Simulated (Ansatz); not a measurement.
# Ga5Sb5H4 (buck sheet): the cost of one run

Program: Ansatz 0.2.0. Level of theory: DFT PBE, scalar-relativistic, plane waves, PAW. These are calculated values, not measurements.

2 further runs of the same task are left out: 2 set aside as unsound or not needed. Runs told in other sessions of the task aren't counted.

**1. Starting point**

It takes space group P3m1 (No. 156, trigonal). Conventional cell: a = 4.376 Å, b = 4.376 Å, c = 24.879 Å, α = 90.00°, β = 90.00°, γ = 120.00°. Around Ga (site symmetry 3m) lie 3 Sb at 2.62 Å. Sb (site symmetry 3m) is surrounded by 3 Ga at 2.62 Å.

As a file:

```cif
data_structure
_symmetry_space_group_name_H-M 'P 1'
_symmetry_Int_Tables_number 1
_cell_length_a 4.3757
_cell_length_b 4.3757
_cell_length_c 24.8795
_cell_angle_alpha 90.000
_cell_angle_beta 90.000
_cell_angle_gamma 120.000
_cell_volume 412.55
loop_
_atom_site_label
_atom_site_type_symbol
_atom_site_fract_x
_atom_site_fract_y
_atom_site_fract_z
_atom_site_occupancy
Ga1 Ga 0.33333 0.66667 0.35859 1
Sb1 Sb 0.66667 0.33333 0.38659 1
```

This sheet was relaxed beforehand with the same method; its gap on the mesh is 0.86 eV.

**2. Building the armchair ribbon, N = 5 with H caps**

The ribbon is cut from the relaxed sheet, periodic along c; N counts formula units a period. The edge energy is the mean of both edges over the sheet, -5133.5272 eV an atom. Each H cap counts from half an H2 molecule (-15.872 eV in a separate run).

The cell holds 5 Ga, 5 Sb, 4 H: a = 20.600 Å, b = 10.000 Å, c = 7.579 Å, α = 90.00°, β = 90.00°, γ = 90.00°.

**3. Relaxing it**

Pressure and volume refer to the whole cell with its vacuum; only the period along c may change.

File input.yaml:

```yaml
crystal:
  lattice:
    - [20.6, 0.0, 0.0]
    - [0.0, 10.0, 0.0]
    - [0.0, 0.0, 7.5789833803]
  atoms:
    - { symbol: Ga, position: [0.7124139852, 0.4651641641, 0.3333333333] }
    - { symbol: Ga, position: [0.5, 0.4651641641, 0.3333333333] }
    - { symbol: Ga, position: [0.6062069926, 0.4651641641, 0.8333333333] }
    - { symbol: Ga, position: [0.2875860148, 0.4651641641, 0.3333333333] }
    - { symbol: Ga, position: [0.3937930074, 0.4651641641, 0.8333333333] }
    - { symbol: Sb, position: [0.6062069926, 0.5348358359, 0.1666666667] }
    - { symbol: Sb, position: [0.7124139852, 0.5348358359, 0.6666666667] }
    - { symbol: Sb, position: [0.3937930074, 0.5348358359, 0.1666666667] }
    - { symbol: Sb, position: [0.5, 0.5348358359, 0.6666666667] }
    - { symbol: Sb, position: [0.2875860148, 0.5348358359, 0.6666666667] }
    - { symbol: H, position: [0.7760415998, 0.5069038102, 0.2334848942] }
    - { symbol: H, position: [0.2239584002, 0.5069038102, 0.2334848942] }
    - { symbol: H, position: [0.7817153998, 0.4893741832, 0.7754187882] }
    - { symbol: H, position: [0.2182846002, 0.4893741832, 0.7754187882] }
basis:
  ecutwfc: 420
kpoints:
  mp_grid: { grid: [1, 1, 5] }
hamiltonian:
  xc: pbe
scf:
  occupations: { method: gaussian, width: 0.05 }
output:
  forces: true
  stress: true
  eigenvalues: true
  populations: true
  write_density: true
  write_potential: true
  elf: true
  volumetric_format: npy
relax:
  adjacent_minimum: "off"
  f_tol: 0.02
  max_steps: 45
  cell: { fix: [a, b, alpha, beta, gamma], stress_tol: 0.03 }
```

The run is started by

```bash
ansatz run input.yaml --threads 4 --pin off --max-ram 11264MiB --backend cpu --events-out ev --progress --plain --runs-dir out
```

**Question.** How long does this run take on 4 threads of Arm Neoverse V2, shared host, and how much memory does it need?

About 6.6 min, with a peak of 2.2 GiB.
